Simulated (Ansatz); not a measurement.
# Os: a prediction, then the measurements

The calculation used Ansatz, DFT PBEsol, scalar-relativistic, plane waves, PAW.

Settings: cutoff 420 eV, Γ-centred mesh 18×18×10 on the computed 2-atom cell, Gaussian smearing of 0.10 eV; no spin polarisation.

Relaxed structure, symmetry kept:

Space group P6_3/mmc (No. 194). a = 2.727 Å, b = 2.727 Å, c = 4.313 Å, α = 90.00°, β = 90.00°, γ = 120.00°
| atom | site | symmetry | x | y | z |
| --- | --- | --- | --- | --- | --- |
| Os | 2c | -6m2 | 0.3333 | 0.6667 | 0.2500 |

| Item | Value |
| --- | --- |
| Space group | P6_3/mmc (No. 194) |
| Volume per atom | 13.89 Å³ |
| Formation energy from the elements' standard states (uncorrected) | +0.003 eV/atom |
| Kohn–Sham band gap | none (metal) |
| Density of states at the Fermi level | 1.20 states/eV per cell |
| Löwdin character within 0.5 eV of the Fermi level | Os 5d 93 %, unprojected 4 % |
| Bulk modulus | 431 GPa |
| Its pressure derivative | 4.7 |
| Bader charges (e) | Os (2 in the cell) 0.00 |

Spin-orbit coupling is left out, which matters for the bands of heavy elements.

**Measured values to compare with.**

From “Specific Heat of the beta-Pyrochlore Oxide Superconductors CsOs2O6 and RbOs2O6”, 2005, arxiv:cond-mat/0501736, for a powder of Os at 300 K: lattice constant a 2.7332 Å; lattice constant c 4.3182 Å.

“Thermal equation of state of ruthenium characterized by resistively heated diamond anvil cell”, 2019, pmc:6783540 quotes, for a powder of Os: bulk modulus 395 GPa.

A measured lattice constant a of Os is 2.7332 Å (300 K; powder; the paper above); the calculated 2.727 Å misses it by -0.2 %. Against the measured lattice constant c of Os, 4.3182 Å (300 K; powder; the paper above), the calculated 4.313 Å is off by -0.1 %. The calculation is for 0 K without zero-point motion. Measured bulk modulus of Os: 395 GPa (powder; quoted in the paper above). This calculation gives 431 GPa (+9.1 %).